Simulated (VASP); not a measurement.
Input of a VASP 6.6.1 run:

File INCAR:

```
SYSTEM = LiF
  PREC = Accurate
  ENCUT = 600
  EDIFF = 1E-7
  ISMEAR = 0
  SIGMA = 0.03
  LREAL = .FALSE.
  LASPH = .TRUE.
  NELM = 80
  ALGO = Normal
  ISIF = 3
  LWAVE = .FALSE.
  LCHARG = .FALSE.
  GGA = PE
  IVDW = 12
  IBRION = 2
  NSW = 90
  EDIFFG = -0.005
```

Contents of KPOINTS:

```
Automatic mesh
0
G
  12 12 12
  0 0 0
```

POSCAR

```
LiF                                     
1.0
    0.0000000000      1.9926890636      1.9926890636
    1.9926890636      0.0000000000      1.9926890636
    1.9926890636      1.9926890636      0.0000000000
  Li              F             
     1     1
Direct
     0.0000000000000000    0.0000000000000000    0.0000000000000000
     0.5000000000000000    0.5000000000000000    0.5000000000000000
```

Potentials or basis: VASP PAW PBE potentials, release 64 (Li_sv, F).

The run is started by

```bash
$ cat potpaw_PBE.64/Li_sv/POTCAR potpaw_PBE.64/F/POTCAR > POTCAR
$ mpirun -np 1 vasp_std > vasp.out
```

Task: What does it give for the band gap on the k mesh?

Result: 9.38 eV, direct.

Task: What does it give for the dispersion energy per atom?

Result: -0.184 eV.

Final structure:
```cif
data_structure
_symmetry_space_group_name_H-M 'P 1'
_symmetry_Int_Tables_number 1
_cell_length_a 2.8181
_cell_length_b 2.8181
_cell_length_c 2.8181
_cell_angle_alpha 60.000
_cell_angle_beta 60.000
_cell_angle_gamma 60.000
_cell_volume 15.83
loop_
_atom_site_label
_atom_site_type_symbol
_atom_site_fract_x
_atom_site_fract_y
_atom_site_fract_z
_atom_site_occupancy
Li1 Li 0.00000 0.00000 0.00000 1
F1 F 0.50000 0.50000 0.50000 1
```

Caveat: the relaxation stopped at its first step, so nothing moved. A k mesh can miss the band edges.
